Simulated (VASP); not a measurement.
ZnS (Wurtzite-2H):

```
Zn S
1.0
     3.81100    0.00000    0.00000
    -1.90550    3.30042    0.00000
     0.00000    0.00000    6.23400
Zn S
2 2
Direct
  0.66667 0.33333 0.50000
  0.33333 0.66667 0.00000
  0.66667 0.33333 0.88500
  0.33333 0.66667 0.38500
```

Base run:

```yaml
Program: VASP 6.6.1
Functional: r2SCAN
Potentials_or_basis: VASP PAW PBE potentials, release 64 (Zn, S)
Cutoff: 520 eV
k_mesh: 8 × 8 × 5
Occupations: fermi-dirac, width 0.05 eV
Spin: no spin polarisation
```

Its results: band gap on the k mesh 2.83 eV, direct; pressure 0.2 GPa; largest force 0.318 eV/Å.

Question: The run is repeated on the same cell with these changes: functional from r2SCAN to PBE; occupations from fermi-dirac, width 0.05 eV to gaussian, width 0.014 eV. What comes out?

Answer: Band gap on the k mesh 2.25 eV, direct; pressure 2.5 GPa; largest force 0.323 eV/Å.

Caveats: the PAW data sets were made with another functional, which shifts forces and pressure a little (some runs).
